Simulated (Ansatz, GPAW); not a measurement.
Given: the input of a run of GPAW 26.7.0 (ASE script) on GaAs. 

The input run.py:

```python
from ase.dft.bandgap import bandgap
from ase.io import read, write
from ase.units import GPa
from gpaw import GPAW, PW

atoms = read('GaAs.xyz')

calc = GPAW(mode=PW(600),
            xc='PBE',
            kpts={'size': (8, 8, 8), 'gamma': True},
            occupations={'name': 'methfessel-paxton', 'order': 0, 'width': 0.027000000000000003},
            nbands=11,
            convergence={'density': 1e-05, 'energy': 1e-05},
            maxiter=150,
            txt='gpaw.txt')
atoms.calc = calc
energy = atoms.get_potential_energy()
forces = atoms.get_forces()
stress = atoms.get_stress()
calc.write('gs.gpw')
write('result.traj', atoms)
print(f'Energy: {energy:.6f} eV')
print('Forces (eV/A):')
print(forces.round(4))
print('Stress (GPa):', (stress / GPa).round(3))
print('Fermi level:', round(calc.get_fermi_level(), 4), 'eV')
print(f'Gap: {bandgap(calc)[0]:.4f} eV, direct: {bandgap(calc, direct=True)[0]:.4f} eV')
```

GaAs.xyz

```xyz
2
Lattice="0.0000000000 2.8268500000 2.8268500000 2.8268500000 0.0000000000 2.8268500000 2.8268500000 2.8268500000 0.0000000000" Properties=species:S:1:pos:R:3 pbc="T T T"
As     4.2402750000      4.2402750000      4.2402750000
Ga     0.0000000000      0.0000000000      0.0000000000
```

Potentials or basis: GPAW PAW data sets (gpaw-data 1.2.1), pw.

Run with:

```sh
$ OMP_NUM_THREADS=1 python run.py
```

Q: Set up the same calculation for Ansatz 0.2.0. Potentials or basis there: all-electron LAPW, scalar-relativistic.

A: As run (cutoffs and basis follow the program's own potentials, and thresholds, step limits or extra output files can differ):

input.yaml

```yaml
crystal:
  lattice:
    - [0.0, 2.82685, 2.82685]
    - [2.82685, 0.0, 2.82685]
    - [2.82685, 2.82685, 0.0]
  atoms:
    - { symbol: As, position: [0.75, 0.75, 0.75] }
    - { symbol: Ga, position: [0.0, 0.0, 0.0] }
kpoints:
  mp_grid: { grid: [8, 8, 8] }
scf:
  occupations: { method: gaussian, width: 0.027 }
hamiltonian:
  xc: pbe
  pseudopotentials: { kind: all_electron, lapw: { basis_error: 0.001 } }
output:
  forces: true
  stress: true
  eigenvalues: true
```

Potentials or basis: all-electron LAPW, scalar-relativistic.

The run is started by

```sh
$ ansatz run input.yaml --threads 1 --pin off --max-ram 3072MiB --backend cpu --events-out ev --progress --plain --runs-dir out
```

Both were run:

|  | GPAW | Ansatz |
| --- | --- | --- |
| Pressure | 4.3 GPa | 3.3 GPa |

Where Ansatz's input types no cutoff or centring, it takes its own default and a Γ-centred mesh.

Pressure is positive in compression.
